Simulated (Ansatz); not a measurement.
**Stack of 2H-MoTe2 under honeycomb BAs, upper layer turned by 180° in a perpendicular field**

What dipole does a perpendicular field induce in the stack of 2H-MoTe2 under honeycomb BAs, upper layer turned by 180°, and does the gap follow? A positive field points along +c.

Main program and level: Ansatz 0.2.0; plane-wave DFT, PBE-D3(BJ), Ansatz PAW.

Report form: the programs' logs are mostly left out.

### Step 1. The structure

The cell holds 5 atoms: 2 Te, 1 Mo, 1 As and 1 B. Cell: a = 3.470 Å, b = 3.470 Å, c = 44.824 Å, α = 90.0°, β = 90.0°, γ = 120.0°. Regions: layer 1: 2H-MoTe2, 3 atoms (2 Te and 1 Mo); layer 2: honeycomb BAs, 2 atoms (1 As and 1 B). Vacuum lies along c.

### Step 2. Relaxing the slab

The starting cell is a guess, so the in-plane lattice and the atoms are relaxed first, with the slab cut off from its images along the normal.

Input file input.yaml:

```yaml
crystal:
  lattice:
    - [3.47, 0.0, 0.0]
    - [-1.735, 3.0051081511, 0.0]
    - [0.0, 0.0, 44.8241026316]
  atoms:
    - { symbol: Te, position: [0.3333333333, 0.6666666667, 0.4227636224] }
    - { symbol: Mo, position: [0.0, 0.0, 0.4648626541] }
    - { symbol: Te, position: [0.3333333333, 0.6666666667, 0.5069616857] }
    - { symbol: As, position: [0.6666666667, 0.3333333333, 0.5772363776] }
    - { symbol: B, position: [0.0, 0.0, 0.5772363776] }
  periodic: [true, true, false]
kpoints:
  mp_grid: { grid: [12, 12, 1] }
hamiltonian:
  xc: pbe
  dispersion: d3bj
scf:
  occupations: { method: fermi_dirac, width: 0.05 }
  convergence: { dr2_threshold: 1.0e-09 }
relax:
  f_tol: 0.004
  max_steps: 90
  cell: {}
output:
  write_potential: true
  write_density: true
  volumetric_format: npy
```

The run is started by

```
ansatz run input.yaml --threads 2 --pin off --max-ram 4096MiB --backend cpu --events-out ev --progress --plain --runs-dir out
```

Run time: 2 min. Hardware: 2 threads of Arm Neoverse V2, shared host; peak memory 0.8 GiB.

Relaxation path:

```csv
step,energy less that of the first step (eV),largest force component (eV/Å),volume (Å³)
1,0.0000,0.8766,467.41
2,0.0740,1.6294,460.82
3,-0.0887,0.1643,456.47
4,-0.0914,0.0882,456.56
5,-0.0927,0.0944,454.91
6,-0.0935,0.0024,455.74
7*,-0.0928,0.0023,455.74
```

Relaxation steps marked * repeat the geometry before them on a plane-wave basis chosen anew for their cell, so energy and pressure can jump there. Relaxation step 2 was tried and not accepted.

Forces are held to the 6 operations that the run works with; a distortion that breaks them can't arise in this run.

```csv
cell as run,before,after,change
a (Å),3.470,3.426,-1.3 %
b (Å),3.470,3.426,-1.3 %
```

The atoms that moved most (Å, along periodic axes as changes of fractional coordinates times the final cell, across vacuum about the mean position):

```csv
atom,dx,dy,dz,length
B5,0.000,0.000,0.166,0.166
Te3,0.000,0.000,-0.133,0.133
As4,0.000,0.000,0.113,0.113
Mo2,0.000,0.000,-0.093,0.093
Te1,0.000,0.000,-0.053,0.053
```

The relaxed structure:

```xyz
5
Lattice="3.4264 0.0000 0.0000 -1.7132 2.9674 0.0000 0.0000 0.0000 44.8241" Properties=species:S:1:pos:R:3
Te    0.0000    1.9782   18.8970
Mo    0.0000    0.0000   20.7439
Te    0.0000    1.9782   22.5913
As    1.7132    0.9891   25.9867
B     0.0000    0.0000   26.0405
```

Numbers from this step:

| Item | Value |
| --- | --- |
| energy at zero smearing | -23929.7389 eV |

The lattice constant a goes from 3.470 to 3.426 Å.

### Step 3. Atoms held, field 0, start network

A sawtooth potential applies the field, turning back in the middle of the vacuum. With the dipole correction the typed value is the field outside the slab. The induced dipole is small, so the SCF threshold is tight.

The cell differs from the one that the last finished run ended in (c 44.824 → 25.143 Å).

Input file input.yaml:

```yaml
crystal:
  lattice:
    - [3.4264078523, 0.0, 0.0]
    - [-1.7132039262, 2.9673562438, 0.0]
    - [0.0, 0.0, 25.1434548446]
  atoms:
    - { symbol: Te, position: [0.3333333333, 0.6666666667, 0.3579460363] }
    - { symbol: Mo, position: [0.0, 0.0, 0.4313991599] }
    - { symbol: Te, position: [0.3333333333, 0.6666666667, 0.5048750258] }
    - { symbol: As, position: [0.6666666667, 0.3333333333, 0.6399162236] }
    - { symbol: B, position: [0.0, 0.0, 0.6420539637] }
kpoints:
  mp_grid: { grid: [18, 18, 1] }
  band_path:
    path: [[0, 0, 0], [0.5, 0, 0], [0.33333333, 0.33333333, 0], [0, 0, 0]]
    npoints: 16
hamiltonian:
  xc: pbe
  dispersion: d3bj
scf:
  occupations: { method: fermi_dirac, width: 0.02585 }
  convergence: { dr2_threshold: 1.0e-10 }
efield:
  axis: 3
  dipole_correction: true
  ramp_position: 0.97
  ramp_width: 0.06
  amplitude: 0
output:
  dos: { projected: true, e_range: [-6, 5] }
  write_potential: true
  write_density: true
  volumetric_format: npy
  elf: true
```

The job ended after 29 s (2 threads; peak memory 0.73 GiB).

This step gave:

* dipole along the normal: 0.004320 e·Å
* gap along the path: 0.2586 eV
* smallest direct gap along the path: 0.2586 eV
* step between the vacuum levels: -0.07688 eV
* ionisation energy, upper face: 4.580 eV
* electron affinity, upper face: 4.322 eV
* ionisation energy, lower face: 4.657 eV
* gap, the smaller of path and mesh: 0.2586 eV

Running mean over a fixed 2.7 Å (it still follows the layers) of the planar mean; the ramp of the sawtooth is left out. The electron's electrostatic potential energy less the Fermi level by z:

```csv
z (Å),electron's electrostatic potential energy less the Fermi level (eV)
3.5,4.53
4.0,4.53
4.5,4.52
5.0,4.52
5.5,4.50
6.0,4.44
6.5,4.17
7.0,3.13
7.5,1.72
8.0,0.705
8.5,-0.971
9.0,-2.81
9.5,-5.41
10.0,-7.31
10.5,-8.38
11.0,-8.61
11.5,-7.82
12.0,-6.29
12.5,-3.79
13.0,-1.67
13.5,-0.113
14.0,0.396
14.5,-0.453
15.0,-1.83
15.5,-3.62
16.0,-4.25
16.5,-3.97
17.0,-2.41
17.5,0.198
18.0,2.77
18.5,4.02
19.0,4.35
19.5,4.42
20.0,4.44
20.5,4.45
21.0,4.45
21.5,4.45
22.0,4.45
```

The density of states has structure finer than the step of the table below, so its rows give means over 0.25 eV, whole bins alone (the curve runs from -6 to 2.11 eV). Peaks (eV: height): -3.790: 8.01, -3.660: 7.73, -3.570: 8.40, -2.170: 7.83, -1.310: 7.19, -0.820: 7.88, 1.860: 10.3.

The density of states by energy, zero at the Fermi level of the run, which the smearing sets inside the gap; means over each step:

```csv
energy (eV),density of states (states/eV a cell)
-5.75,1.56
-5.50,1.63
-5.25,3.35
-5.00,3.57
-4.75,3.88
-4.50,1.94
-4.25,2.40
-4.00,2.28
-3.75,5.84
-3.50,3.57
-3.25,2.86
-3.00,3.77
-2.75,3.09
-2.50,3.56
-2.25,5.09
-2.00,2.58
-1.75,3.12
-1.50,4.60
-1.25,4.30
-1.00,3.25
-0.75,2.61
-0.50,3.38
-0.25,1.60
0.00,6.1e-4
0.25,0.189
0.50,0.370
0.75,0.648
1.00,2.41
1.25,4.18
1.50,3.16
1.75,5.62
```

Projected DOS per atom over height of the atomic layer and energy from the Fermi level. Layers: Te Mo Te BAs from below.

Values in states/eV, 22 rows by 4 columns, each cell a mean:
```
0.83 2.67 0.79 0.43
0.46 2.28 0.46 0.23
0.50 1.94 0.45 0.35
0.05 0.18 0.04 0.33
0.01 0.02 0.00 0.15
0.00 0.00 0.00 0.02
0.48 1.11 0.47 0.04
0.43 1.39 0.55 0.01
0.60 1.56 0.64 0.17
0.90 1.99 1.03 0.53
0.78 1.11 0.50 0.26
1.09 1.36 0.98 0.38
0.65 1.11 0.77 0.46
0.81 0.97 0.71 0.56
0.71 0.66 0.63 0.28
1.22 1.21 1.32 0.54
0.65 0.44 0.44 0.67
0.34 0.23 0.26 0.59
0.79 0.71 0.92 0.50
1.06 0.74 1.12 0.33
0.41 0.33 0.52 0.35
0.28 0.18 0.33 0.30
```
Columns: height of the atomic layer (Å) from 9 to 16.1 (not evenly spaced); rows upwards: energy from the Fermi level (eV) from -5.96 to 2.05.

The electronic bands at the labelled points (eV, zero at the Fermi level of the run, which the smearing sets inside the gap):

```csv
point,band 29,band 30,band 31,band 32,band 33,band 34,band 35,band 36
Γ,-1.69,-0.94,-0.90,-0.90,2.70,3.21,3.21,3.46
halfway,-1.77,-1.48,-1.15,-0.98,1.24,2.12,2.14,2.44
M,-2.31,-1.59,-1.10,-0.24,0.93,1.47,1.68,1.74
halfway,-2.38,-2.18,-1.34,-0.37,0.69,1.43,2.03,2.17
K,-3.17,-2.20,-0.83,-0.13,0.13,1.19,1.53,2.45
halfway,-2.61,-1.71,-1.08,-0.70,1.00,1.75,1.86,3.14
Γ,-1.69,-0.94,-0.90,-0.90,2.70,3.21,3.21,3.46
```

Electrostatic potential energy in the ca plane at fractional y = 1.000, with atoms of Mo and B within 0.2 Å of it. With pseudopotentials it is smooth inside the atoms' cores, unlike the true potential.

Ten even steps from '0' (-50 eV) to '9' (7 eV), each cell a mean:
```
99999999999999999999996100048999999998301589
99999999999999999999998521378999999999766899
99999999999999999988888877788888999999888999
99999999999999999986678999998767899999878899
99999999999999999976678999998667899999877899
99999999999999999987788888888778899999888999
99999999999999999998888754688889999999878899
99999999999999999999997300158999999998623799
99999999999999999999996000038999999998200489
```
Columns run along c (16.0 Å, from fractional 0.08 to 0.71 of the cell; values clipped at the 3rd and 97th percentile), rows up along a (3.4 Å). Atoms in or near the plane, at fractional coordinates: Mo at (0.43, 0.00), B at (0.64, 0.00).

ELF in the ca plane at fractional y = 1.000, with atoms of Mo and B within 0.2 Å of it. It is the smooth field of the valence electrons, not physical close to the nuclei.

Values, 5 rows by 16 columns, each cell a mean:
```
0.01 0.09 0.28 0.34 0.65 0.38 0.30 0.09 0.24 0.49 0.54 0.26 0.02 0.00 0.00 0.00
0.10 0.47 0.54 0.46 0.27 0.42 0.53 0.38 0.22 0.66 0.62 0.23 0.02 0.00 0.00 0.00
0.19 0.65 0.54 0.51 0.31 0.50 0.51 0.50 0.21 0.51 0.50 0.22 0.02 0.00 0.00 0.00
0.06 0.34 0.50 0.41 0.37 0.38 0.51 0.29 0.23 0.71 0.66 0.24 0.02 0.00 0.00 0.00
0.01 0.05 0.21 0.34 0.62 0.40 0.23 0.05 0.24 0.34 0.44 0.27 0.02 0.00 0.00 0.00
```
Columns run along c (16.0 Å, from fractional 0.25 to 0.89 of the cell), rows up along a (3.4 Å). Atoms in or near the plane, at fractional coordinates: Mo at (0.43, 0.00), B at (0.64, 0.00).

Valence density in the ca plane at fractional y = 1.000, with atoms of Mo and B within 0.2 Å of it. It is the smooth field of the valence electrons, not physical close to the nuclei.

Ten steps, logarithmic in the rise over the least value, from '0' (0.0 e/Å³) to '9' (6.4 e/Å³), each cell a mean:
```
11223589996332110012344442100000000000000000
12233468874333211012345542100000000000000000
23344344443344321112344432100000000000000000
24444333333444432112334432100000000000000000
34444332233444432112334432100000000000000000
23444333333444332112344432100000000000000000
22333456654333321112344432100000000000000000
12233479985332211012345542100000000000000000
11223589996322110012344443100000000000000000
```
Columns run along c (16.0 Å, from fractional 0.32 to 0.96 of the cell), rows up along a (3.4 Å). Atoms in or near the plane, at fractional coordinates: Mo at (0.43, 0.00), B at (0.64, 0.00).

The gap is 0.26 eV, with the valence edge 4.58 eV and the conduction edge 4.32 eV under the upper vacuum level. Spin-orbit coupling, left out in this run, matters for the bands of elements this heavy.

### Step 4. Atoms held, field 0.1 V/Å

Edit input.yaml of step 3 so:

```diff
@@ -25,7 +25,6 @@
   dipole_correction: true
-  ramp_position: 0.97
-  ramp_width: 0.06
-  amplitude: 0
+  ramp_position: 0.9537
+  ramp_width: 0.0829
+  amplitude: 0.1
 output:
-  dos: { projected: true, e_range: [-6, 5] }
   write_potential: true
@@ -33,2 +32 @@
   volumetric_format: npy
-  elf: true
```

It took 32 s on 2 threads; peak memory 0.72 GiB; 63 s of CPU time.

The dipole is 0.0570 e·Å, 0.0527 e·Å from its value without field, and the gap 0.305 eV.

### Step 5. Single point, field -0.1 V/Å

Edit input.yaml of step 4 so:

```diff
@@ -27,3 +27,3 @@
   ramp_width: 0.0829
-  amplitude: 0.1
+  amplitude: -0.1
 output:
```

Elapsed: 32 s, on 2 threads; peak memory 0.72 GiB.

The dipole is -0.0485 e·Å, -0.0528 e·Å from its value without field, and the gap 0.213 eV.

### Step 6. Response, atoms held

This step: plane-wave DFT, PBE-D3(BJ), Ansatz PAW; response to a field along the normal, atoms held (Ansatz 0.2.0).

The dipoles give the slope, and the difference of two potentials shows where the field is screened.

Numbers from this step:

- equivalent conductor thickness p/(ε₀AE): 9.386 Å
- distance between the outer atoms: 7.143 Å

The dipole of the cell by applied field:

```csv
applied field (V/Å),dipole of the cell (e·Å)
-0.1000,-0.0485
0.0000,0.00432
0.1000,0.0570
```

Local field over the applied field, running mean. From the potentials at -0.1 and 0.1 V/Å; running mean over 2.8 Å. Local field over applied field against z:

```csv
z (Å),local field over applied field
4.5,0.996
5.0,0.988
5.5,0.968
6.0,0.923
6.5,0.831
7.0,0.694
7.5,0.537
8.0,0.375
8.5,0.225
9.0,0.114
9.5,0.0574
10.0,0.0351
10.5,0.0250
11.0,0.0231
11.5,0.0262
12.0,0.0306
12.5,0.0500
13.0,0.0899
13.5,0.131
14.0,0.152
14.5,0.156
15.0,0.149
15.5,0.127
16.0,0.134
16.5,0.209
17.0,0.342
17.5,0.497
18.0,0.662
18.5,0.815
19.0,0.917
19.5,0.967
20.0,0.988
20.5,0.996
21.0,0.999
```

Electrons, planar mean, per unit field. Table of induced electron density by z:

```csv
z (Å),induced electron density (e/Å³ per V/Å)
4.5,1.6e-5
5.0,4.6e-5
5.5,1.3e-4
6.0,3.3e-4
6.5,8.2e-4
7.0,0.00183
7.5,0.00317
8.0,0.00291
8.5,8.6e-4
9.0,7.2e-4
9.5,2.8e-4
10.0,-5.7e-4
10.5,-1.4e-4
11.0,3.8e-4
11.5,2.3e-4
12.0,-4.3e-5
12.5,-2.4e-4
13.0,-5.9e-4
13.5,-0.00104
14.0,-0.00102
14.5,4.3e-4
15.0,0.00150
15.5,2.8e-4
16.0,1.6e-4
16.5,-2.0e-4
17.0,-0.00318
17.5,-0.00358
18.0,-0.00207
18.5,-9.1e-4
19.0,-3.5e-4
19.5,-1.3e-4
20.0,-4.1e-5
20.5,-1.3e-5
21.0,-4.0e-6
```

The smaller of the gaps on the path and on the k-mesh, counted as 0 under 0.03 eV. The gap by applied field:

```csv
applied field (V/Å),gap (eV)
-0.1000,0.213
0.0000,0.259
0.1000,0.305
```

By hand: between -0.1 and 0.1 V/Å the dipole changes by 0.1055 e·Å, a slope of 0.5274 e·Å²/V. A perfect conductor of thickness t has p = ε₀AEt, so t = 180.95 × 0.5274 / 10.167 = 9.39 Å (e/ε₀ = 180.95 V·Å, A in Å²).

The induced dipole is that of a conductor 9.39 Å thick.

### Step 7. What came out

| Quantity | Value |
| --- | --- |
| gap without field | 0.259 eV |
| ionisation energy, upper face | 4.58 eV |
| electron affinity, upper face | 4.32 eV |
| step between the vacuum levels | -0.0769 eV |
| equivalent conductor thickness, atoms held | 9.39 Å |

In words: The induced dipole equals that of a perfect conductor 9.39 Å thick, while the outer atoms lie 7.14 Å apart; an out-of-plane ε follows only once a thickness t is chosen, by 1 − 1/ε = 9.39 Å / t. The two faces differ: the vacuum level above lies 0.08 eV lower than the one below. The gap goes from 0.26 eV to 0.21 eV at -0.1 V/Å. Semilocal functionals give gaps that are too small, and excitons are not included. Spin-orbit coupling is left out, which matters for the bands of elements this heavy.

[Logs are printed without paths, hosts, clocks, repeated set-up lines and the standing remarks that a program may print on its own settings, such as how far it seeks lower states.]

[Hosts, paths, dates, database ids (printed as entryN), source tags and the programs' standing remarks are cut or masked in the printed files.]

[Maps of the electrostatic potential energy from Ansatz leave out the sawtooth potential of an applied field or a dipole correction, so their vacuum need not be flat; planar profiles and work functions include it.]
